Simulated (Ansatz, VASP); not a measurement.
# Two plane-wave programs on CuO

```
Cu O
1.0
     0.00000    2.18531    2.18531
     2.18531    0.00000    2.18531
     2.18531    2.18531    0.00000
Cu O
1 1
Cartesian
  0.0000 0.0000 0.0000
  2.1853 2.1853 2.1853
```

Alike in both runs: task single point; functional PBE; k mesh 18 × 18 × 18; occupations gaussian, width 0.1 eV; no spin polarisation.

|  | VASP | Ansatz |
| --- | --- | --- |
| version | VASP 6.6.1 | Ansatz 0.2.0 |
| potentials or method | VASP PAW PBE potentials, release 64 (Cu, O) | scalar-relativistic, plane waves, PAW |
| plane-wave cutoff (eV) | 520 | 420 |
| valence electrons in the cell | 17 | 25 |

```tsv
	VASP	Ansatz	Ansatz less VASP
gap on the k mesh at the Fermi level (eV)	none	none	-
pressure (GPa)	-12.6	-12.6	-0.06
```

A gap of «none» marks a metal or a gap that the smearing closes. The two sets of potentials don't hold the same shells in valence.

Caveats: an odd number of electrons without spin polarisation forces a metal; a magnetic or distorted state may lie lower; the run has no spin polarisation, though such a crystal can be magnetic; semilocal functionals often make such compounds metallic where correlation or magnetic order opens a gap, which also shifts bond lengths.
